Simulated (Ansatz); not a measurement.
Runs of Ansatz 0.2.0 on ZnO (zincite). It takes space group P6_3mc (No. 186, hexagonal). The conventional cell has a = 3.249 Å, b = 3.249 Å, c = 5.206 Å, α = 90.00°, β = 90.00°, γ = 120.00°. Around Zn (site symmetry 3m) lie 4 O at 1.97 to 1.98 Å. Around O (site symmetry 3m) lie 4 Zn at 1.97 to 1.98 Å. 

| task | level | cutoff (eV) | basis error allowed | gap on the mesh (eV) | pressure (GPa) | V0 of scaled cells (Å³/atom) | B0 (GPa) | largest force (eV/Å) |
| --- | --- | --- | --- | --- | --- | --- | --- | --- |
| equation of state | PBEsol | - | 0.001 eV/atom | - | - | 11.77 | 145 | - |
| equation of state | PBEsol | - | 0.002 eV/atom | - | - | 11.77 | 145 | - |
| equation of state | PBE | - | 0.001 eV/atom | - | - | 12.32 | 129 | - |
| band structure | PBEsol | 397 | 0.002 eV/atom | 0.72 | -1.5 | - | - | 0.06 |
| single point | PBE | 429 | 0.001 eV/atom | 0.82 | 4.8 | - | - | 0.07 |
| band structure | PBE | 397 | 0.002 eV/atom | 0.82 | 4.8 | - | - | 0.07 |
| equation of state | LDA | - | 0.002 eV/atom | - | - | (c) | (a) | - |
| band structure | LDA | 397 | 0.002 eV/atom | 0.75 | (b) | - | - | 0.05 |

Alike in all rows: potentials or basis all-electron LAPW, scalar-relativistic; no spin polarisation; cell as given; k mesh 9 × 9 × 5; smearing fermi-dirac 0.05 eV.

**Question.** Estimate the missing entries.

**Answer.** (a) 162; (b) -7.1; (c) 11.33.

Caveats: the cell was scaled at fixed shape and fractional positions, which overstates the stiffness of a crystal with free parameters, most of all of layers and chains (some runs); an odd mesh through Γ misses points on the zone boundary, where band edges often lie (some runs).

Not every run made on this cell is shown here.
